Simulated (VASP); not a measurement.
Set up this calculation in VASP 6.6.1, as the native input.

- Task: single point
- Functional: r2SCAN
- Potentials or basis: VASP PAW PBE potentials, release 64 (Cd, Se)
- Cutoff: 520 eV
- k mesh: 10 × 10 × 10
- Occupations: gaussian, width 0.02 eV
- Spin: no spin polarisation
- Further INCAR settings: ALGO = Normal; EDIFF = 1e-06; NBANDS = 16

The structure of CdSe lies in POSCAR:

```
CdSe
1.0
    0.0000000000      3.0463900000      3.0463900000
    3.0463900000      0.0000000000      3.0463900000
    3.0463900000      3.0463900000      0.0000000000
Cd Se
1 1
Direct
    0.0000000000      0.0000000000      0.0000000000
    0.2500000000      0.2500000000      0.2500000000
```

Measurements of this composition are mostly on another form, of space group No. 186.

The input as run:

INCAR

```
SYSTEM = CdSe
ALGO = Normal
EDIFF = 1E-6
ENCUT = 520
ISIF = 2
ISMEAR = 0
LASPH = .TRUE.
LCHARG = .FALSE.
LMIXTAU = .TRUE.
LREAL = .FALSE.
LWAVE = .FALSE.
METAGGA = R2SCAN
NBANDS = 16
NELM = 60
PREC = Accurate
SIGMA = 0.02
```

KPOINTS

```
k-points
0
G
  10 10 10
  0 0 0
```

Potentials or basis: VASP PAW PBE potentials, release 64 (Cd, Se).

Launch:

```console
$ cat potpaw_PBE.64/Cd/POTCAR potpaw_PBE.64/Se/POTCAR > POTCAR
$ mpirun -np 1 vasp_std > vasp.out
```

Results of the run:

The pressure is 1.3 GPa and the band gap on the k mesh is 1.08 eV, direct.

Caveat: the PAW data sets were made with another functional, which shifts forces and pressure a little.

Run time: 79 s on 1 thread of Intel(R) Xeon(R) Platinum 8559C (Emerald Rapids) (shared host), peak memory 0.2 GiB.
